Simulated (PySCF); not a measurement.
Identify the unknown among the candidates.

All candidates are C4H9NO.

| technique | computed result |
| --- | --- |
| NMR, other nuclei | isotropic shieldings of nuclei other than C and H, by class: 152 (1 N), -95 (1 O) ppm [GIAO PBE0/pcSseg-1] |
| Dipole | 3.99 D [PBE0/pcSseg-1] |
| 1H NMR | chemical shifts (computed TMS as zero) by class: 3.08 (3 H), 2.97 (3 H), 2.00 (3 H) ppm [GIAO PBE0/pcSseg-1] |
| 13C NMR | chemical shifts (computed TMS as zero) by class: 169.9 (1 C), 38.1 (1 C), 34.7 (1 C), 23.6 (1 C) ppm [GIAO PBE0/pcSseg-1] |
| Rotational structure | rotational constants A, B, C: 4.929, 3.499, 2.129 GHz [GFN2-xTB] |

The electronic properties come from PySCF, for the isolated species, density fitting. Levels stand in brackets. The structure is a single GFN2-xTB conformer in the gas phase; no vibrational or solvent corrections. Each NMR value is the plain mean over a class of atoms that symmetry, rotation or inversion makes alike.

Question: Which candidate is it?
A. `[H]/N=C\CCOC`
B. `CC(=O)N(C)C`
C. `C=C(CN)OC`
D. `CCCNC=O`

Answer: B. It is `CC(=O)N(C)C`. Numbering: `[CH3:1][C:2](=[O:3])[N:4]([CH3:5])[CH3:6]`. Its formula, C4H9NO, gives 1 degree of unsaturation: 0 rings and 1 π bond in the structure found. 4 carbons fall into 4 classes; from least to most shielded: amide carbonyl carbon [C2] (169.9 ppm), N-methyl carbon [C6] (38.1 ppm), N-methyl carbon [C5] (34.7 ppm), methyl carbon next to a carbonyl [C1] (23.6 ppm). Hydrogen classes from least to most shielded: 3 H on an N-methyl carbon, C5 (3.08 ppm, a mean of values up to 2.8 ppm apart in this geometry), 3 H on an N-methyl carbon, C6 (2.97 ppm, a mean of values up to 0.5 ppm apart in this geometry), 3 H on a methyl carbon next to a carbonyl, C1 (2.00 ppm). The other shieldings belong to: 152 ppm, amide nitrogen [N4]; -95 ppm, amide oxygen [O3]. By its constants the optimised geometry is an asymmetric top.

The others, at the same levels:
- `C=C(CN)OC` fails: its computed 13C shifts are 172.4 (1 C), 85.1 (1 C), 56.2 (1 C), 53.1 (1 C) ppm, 1H shifts are 4.29 (1 H), 3.89 (1 H), 3.74 (3 H), 3.58 (2 H), 0.60 (2 H) ppm and rotational constant A is 5.931 GHz (against 4.929 GHz).
- `CCCNC=O` fails: its computed 13C shifts are 160.9 (1 C), 39.7 (1 C), 28.2 (1 C), 12.7 (1 C) ppm, 1H shifts are 8.32 (1 H), 4.11 (1 H), 3.63 (2 H), 1.37 (2 H), 1.04 (3 H) ppm and rotational constant A is 6.376 GHz (against 4.929 GHz).
- `[H]/N=C\CCOC` fails: its computed 13C shifts are 176.3 (1 C), 74.5 (1 C), 61.6 (1 C), 47.7 (1 C) ppm, 1H shifts are 10.56 (1 H), 8.05 (1 H), 3.57 (3 H), 3.50 (2 H), 2.14 (2 H) ppm and rotational constant A is 10.200 GHz (against 4.929 GHz).

Each candidate is one conformer, not necessarily the lowest. The conformers computed, where there is a choice (atom-mapped SMILES and torsion angles):
- `[CH3:1][C:2](=[O:3])[N:4]([CH3:5])[CH3:6]`: C1–C2–N4–C5 -176°
- `[CH2:1]=[C:2]([CH2:3][NH2:4])[O:5][CH3:6]`: C1–C2–C3–N4 -112°, C1–C2–O5–C6 3°, H–N4–C3–C2 -55°, H–N4–C3–C2 -174°
- `[CH3:1][CH2:2][CH2:3][NH:4][CH:5]=[O:6]`: C1–C2–C3–N4 -63°, C2–C3–N4–C5 116°, C3–N4–C5–O6 3°
- `[H]/[N:6]=[CH:5]\[CH2:4][CH2:3][O:2][CH3:1]`: C1–O2–C3–C4 176°, O2–C3–C4–C5 -67°, C3–C4–C5–N6 -128°
